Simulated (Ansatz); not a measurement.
The system is BaTiO3.

```
Ba Ti O
1.0
     2.82767   -4.89766    0.00000
     5.65534    0.00000    0.00000
     2.82767   -1.63255    4.63546
Ba Ti O
2 2 6
Direct
  0.91779 0.96775 0.97384
  0.57743 0.65456 0.34893
  0.85544 0.70465 0.78241
  0.22545 0.19420 0.34593
  0.10784 0.46592 0.94252
  0.52682 0.06235 0.36076
  0.62665 0.39895 0.01957
  0.86137 0.04878 0.56098
  0.50458 0.98890 0.05292
  0.81793 0.53523 0.54825
```

Base run:

```yaml
Program: Ansatz 0.2.0
Functional: PBE
Potentials_or_basis: Ansatz PAW
Cutoff: 350 eV
Density_cutoff: 1400 eV
k_mesh: 6 × 6 × 6
Occupations: fermi-dirac, width 0.05 eV
Spin: no spin polarisation
```

Its results: band gap on the k mesh 0.37 eV, indirect (least direct gap 0.44 eV); pressure 64.7 GPa; largest force 20.277 eV/Å.

**Question.** The run is repeated on the same cell with these changes: functional from PBE to PBEsol; cutoff from 350 eV to 420 eV (not typed: the program's choice for these potentials); hubbard terms from none to Ti d U = 1 eV; hubbard projectors from none to ortho-atomic (the default). What comes out?

**Answer.** Band gap on the k mesh 0.44 eV, indirect (least direct gap 0.51 eV); pressure 58.7 GPa; largest force 19.733 eV/Å.

Several settings changed at once, so the effect can't be laid on one alone.

Caveats: a pressure of tens of GPa on the cell as given is suspect, and the run, the potentials or the cell itself is likely at fault; spin-orbit coupling is left out, which moves the levels of the heavy elements; forces of over 1 eV/Å show positions far from the minimum, so gaps and moduli don't describe the material at rest; the pressure holds a Pulay correction of +5.7 GPa for the finite cutoff (some runs); the cutoff lies under the one recommended for these potentials (some runs); the PAW data sets come from PBE, with cores solved anew for the run's functional, which leaves a small shift of forces and pressure (some runs).
